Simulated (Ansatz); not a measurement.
**Ligand exchange: C2H3BrO + GeH2(CH3)Br → C3H6O + GeH2Br2**

Species: C2H3BrO (acetyl bromide) `CC(=O)Br`, singlet; GeH2(CH3)Br, singlet; C3H6O (acetone) `CC(C)=O`, singlet; GeH2Br2 `[Br][GeH2][Br]`, singlet. The partners trade Br for CH3: C–Br and Ge–CH3 bonds give way to C–CH3 and Ge–Br.

Shapes, held fixed at every level: PBE0-D4/def2-TZVP. Programs: Ansatz 0.2.0. The zero-point and thermal change to 298 K, harmonic and unscaled (PBE0-D4/def2-TZVP), is +3.3 kJ/mol.

Problem. Estimate ΔH(298 K) of this reaction.

Solution. The highest level, CCSD(T)/def2-TZVPP, gives ΔH(298 K) = -67.2 kJ/mol; the levels span -99.3 to -60.4. The column of differences is taken from that level and isn't an error. No measured value is set beside it here. Relativity is left out for Br, Ge. Outer-core shells of Br, Ge are correlated in most correlated rows, in sets that cover them unevenly.

```json
{"level": "HF/def2-TZVPP", "kind": "Hartree–Fock", "ΔH(298 K) (kJ/mol)": "-99.3", "less CCSD(T)/def2-TZVPP": "-32.1"}
{"level": "r2SCAN-D4/def2-TZVPP", "kind": "meta-GGA", "ΔH(298 K) (kJ/mol)": "-60.4", "less CCSD(T)/def2-TZVPP": "+6.8"}
{"level": "B3LYP-D4/def2-TZVPP", "kind": "global hybrid", "ΔH(298 K) (kJ/mol)": "-66.8", "less CCSD(T)/def2-TZVPP": "+0.4"}
{"level": "BHLYP-D4/def2-TZVPP", "kind": "global hybrid", "ΔH(298 K) (kJ/mol)": "-82.9", "less CCSD(T)/def2-TZVPP": "-15.7"}
{"level": "wB97X-V/def2-TZVPP", "kind": "range-separated hybrid", "ΔH(298 K) (kJ/mol)": "-74.5", "less CCSD(T)/def2-TZVPP": "-7.3"}
{"level": "MP2/def2-SVP", "kind": "perturbation theory", "ΔH(298 K) (kJ/mol)": "-74.5", "less CCSD(T)/def2-TZVPP": "-7.3"}
{"level": "CCSD(T)/def2-SVP", "kind": "coupled cluster or CI", "ΔH(298 K) (kJ/mol)": "-79.2", "less CCSD(T)/def2-TZVPP": "-12.0"}
{"level": "CCSD(T)/def2-TZVPP", "kind": "coupled cluster or CI", "ΔH(298 K) (kJ/mol)": "-67.2", "less CCSD(T)/def2-TZVPP": "0.0"}
```

The exchange is exothermic at every level, with CCSD(T)/def2-TZVPP giving -67.2 kJ/mol. Bromine moves from an acyl carbon to the more electropositive germanium, where its bond is more polar and stronger, while carbon gains a robust C–C bond in place of a rather weak acyl C–Br bond. Hartree–Fock exaggerates the driving force, so correlation stabilises the reactants more than the products, probably because the mean-field description overstates the benefit of the polar Ge–Br bond.

B3LYP-D4 almost coincides with the highest level, but this doesn't establish its accuracy: going from def2-SVP to def2-TZVPP makes the CCSD(T) value less exothermic by 12.0 kJ/mol, and a further shift with a larger basis can't be excluded. MP2/def2-SVP lies closer to the highest level than CCSD(T) in the same small basis, which points to cancellation between basis-set and correlation errors. The sign of the enthalpy is therefore much better supported than its exact size, and it carries no information about the barrier to exchange.
